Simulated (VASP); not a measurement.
# From an Ansatz input to VASP: MgS (strained rocksalt)

Ansatz input

```yaml
crystal:
  lattice:
    - [-0.0130075897, 2.601517937, 2.601517937]
    - [2.601517937, -0.0130075897, 2.601517937]
    - [2.601517937, 2.601517937, -0.0130075897]
  atoms:
    - { symbol: Mg, position: [0.0, 0.0, 0.0] }
    - { symbol: S, position: [0.5, 0.5, 0.5] }
kpoints:
  mp_grid: { grid: [8, 8, 8] }
  band_path:
    path:
      - [0.0, 0.0, 0.0]
      - [0.5, 0.0, 0.5]
      - [0.625, 0.25, 0.625]
      - [0.375, 0.375, 0.75]
      - [0.5, 0.5, 0.5]
      - [0.5, 0.25, 0.75]
      - [0.0, 0.5, 0.5]
    npoints: 1
hamiltonian:
  xc: pbe
scf:
  occupations: { method: fermi_dirac, width: 0.02 }
  n_extra_bands: 4
output:
  forces: true
  stress: true
  eigenvalues: true
```

Problem. Which VASP files do the same job?

Solution. 

INCAR

```
LREAL = .FALSE.
ENCUT = 520
EDIFF = 1E-7
ISMEAR = -1
ISIF = 2
NSW = 0
LASPH = .TRUE.
PREC = Accurate
LWAVE = .FALSE.
LCHARG = .FALSE.
GGA = PE
NBANDS = 11
IBRION = -1
NELM = 120
SIGMA = 0.02
```

KPOINTS

```
KPOINTS created by Atomic Simulation Environment
0
Gamma
8 8 8
0 0 0
```

KPOINTS_OPT

```
special points
7
Reciprocal
0.0000000000 0.0000000000 0.0000000000 1
0.5000000000 0.0000000000 0.5000000000 1
0.6250000000 0.2500000000 0.6250000000 1
0.3750000000 0.3750000000 0.7500000000 1
0.5000000000 0.5000000000 0.5000000000 1
0.5000000000 0.2500000000 0.7500000000 1
0.0000000000 0.5000000000 0.5000000000 1
```

POSCAR

```
Mg S
 1.0000000000000000
    -0.0130075897000000    2.6015179370000001    2.6015179370000001
     2.6015179370000001   -0.0130075897000000    2.6015179370000001
     2.6015179370000001    2.6015179370000001   -0.0130075897000000
 Mg  S
   1   1
Cartesian
  0.0000000000000000  0.0000000000000000  0.0000000000000000
  2.5950141421500001  2.5950141421500001  2.5950141421500001
```

VASP ran with the recommended PBE PAW datasets (8 valence electrons in the cell). Other inputs would serve too.

```json
{"": "gap between bands v and c", "Ansatz": "2.73 eV", "VASP": "2.71 eV"}
{"": "least direct gap", "Ansatz": "3.62 eV", "VASP": "3.61 eV"}
{"": "pressure", "Ansatz": "0.6 GPa", "VASP": "0.3 GPa"}
```

The two codes use different PAW datasets and cutoffs. VASP's cell holds 8 valence electrons and Ansatz's 16. Ansatz's stress includes a Pulay correction; VASP's doesn't.
